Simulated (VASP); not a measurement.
A run of VASP 6.6.1:

File INCAR:

```
SYSTEM = PtSe
PREC = Accurate ; ENCUT = 600
EDIFF = 1E-7 ; ISMEAR = -1
SIGMA = 0.03 ; LREAL = .FALSE.
LASPH = .TRUE. ; NELM = 100
ALGO = Normal ; ISIF = 3
LWAVE = .FALSE. ; LCHARG = .FALSE.
GGA = PE ; IBRION = 2
NSW = 100 ; EDIFFG = -0.005
```

Contents of KPOINTS:

```
regular mesh
0
G
  11 11 11
  0 0 0
```

Contents of POSCAR:

```
PtSe
1.0
    0.0000000000      2.5024698149      2.5024698149
    2.5024698149      0.0000000000      2.5024698149
    2.5024698149      2.5024698149      0.0000000000
Pt Se
1 1
Direct
    0.0000000000      0.0000000000      0.0000000000
    0.5000000000      0.5000000000      0.5000000000
```

Potentials or basis: VASP PAW PBE potentials, release 64 (Pt, Se).

Launch:

```sh
$ cat potpaw_PBE.64/Pt/POTCAR potpaw_PBE.64/Se/POTCAR > POTCAR
$ mpirun -np 1 vasp_std > vasp.out
```

Hardware: 1 thread of Intel(R) Xeon(R) Platinum 8375C CPU @ 2.90GHz (Ice Lake), with other jobs on the host.

Q: Estimate the wall time of this run.

A: Run time: 92 s on 1 thread of Intel(R) Xeon(R) Platinum 8375C CPU @ 2.90GHz (Ice Lake), on a shared host, peak memory 0.19 GiB. Counts: scf iterations 50, k points 56, ion steps 5.
